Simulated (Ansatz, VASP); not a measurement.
## Two plane-wave programs on MgO

Contents of INCAR:

```
SYSTEM = MgO
PREC     = Accurate       ! precision mode
ENCUT    = 520            ! plane-wave cutoff, eV
EDIFF    = 1E-6           ! SCF threshold, eV
ISMEAR   = 0              ! smearing method
SIGMA    = 0.02           ! smearing width, eV
LREAL    = .FALSE.        ! projectors in reciprocal space
LASPH    = .TRUE.         ! aspherical terms in the spheres
NELM     = 100            ! most SCF steps
ALGO     = Normal         ! electronic algorithm
ISIF     = 2              ! what is computed and relaxed
LWAVE    = .FALSE.        ! write WAVECAR
LCHARG   = .TRUE.         ! write CHGCAR
GGA      = PE             ! functional
IVDW     = 13             ! dispersion correction
LELF     = .TRUE.         ! ELF
LVHAR    = .TRUE.       
NBANDS   = 11             ! bands
```

File KPOINTS:

```
regular mesh
0
G
  10 10 6
  0 0 0
```

Contents of POSCAR:

```
MgO
1.0
    2.8288799266      0.0000000000      0.0000000000
    0.0000000000      2.8288799266      0.0000000000
    0.0000000000      0.0000000000      5.0728982557
Mg O
1 1
Direct
    0.0000000000      0.0000000000      0.0000000000
    0.5000000000      0.5000000000      0.0000000000
```

Input for Ansatz:

```yaml
crystal:
  lattice:
    - [2.8288799266, 0.0, 0.0]
    - [0.0, 2.8288799266, 0.0]
    - [0.0, 0.0, 5.0728982557]
  atoms:
    - { symbol: Mg, position: [0.0, 0.0, 0.0] }
    - { symbol: O, position: [0.5, 0.5, 0.0] }
basis:
  ecutwfc: 420
kpoints:
  mp_grid: { grid: [10, 10, 6] }
hamiltonian:
  xc: pbe
  dispersion: d4
scf:
  occupations: { method: gaussian, width: 0.02 }
output:
  forces: true
  eigenvalues: true
  stress: true
```

The cell was built by a generator and needn't be a form met in nature.

Alike in both runs: task single point; functional PBE; dispersion D4; k mesh 10 × 10 × 6; occupations gaussian, width 0.02 eV; no spin polarisation.

|  | VASP | Ansatz |
| --- | --- | --- |
| version | VASP 6.6.1 | Ansatz 0.2.0 |
| potentials or method | VASP PAW PBE potentials, release 64 (Mg, O) | scalar-relativistic, plane waves, PAW |
| plane-wave cutoff (eV) | 520 | 420 |
| valence electrons in the cell | 8 | 16 |

```csv
,VASP,Ansatz,Ansatz less VASP
gap on the k mesh at the Fermi level (eV),2.26,2.28,+0.013
pressure (GPa),-1.1,-0.8,+0.22
largest component of the traceless stress (GPa),0.36,0.24,-0.123
```

The two sets of potentials don't hold the same shells in valence.

A k mesh can miss the band edges.
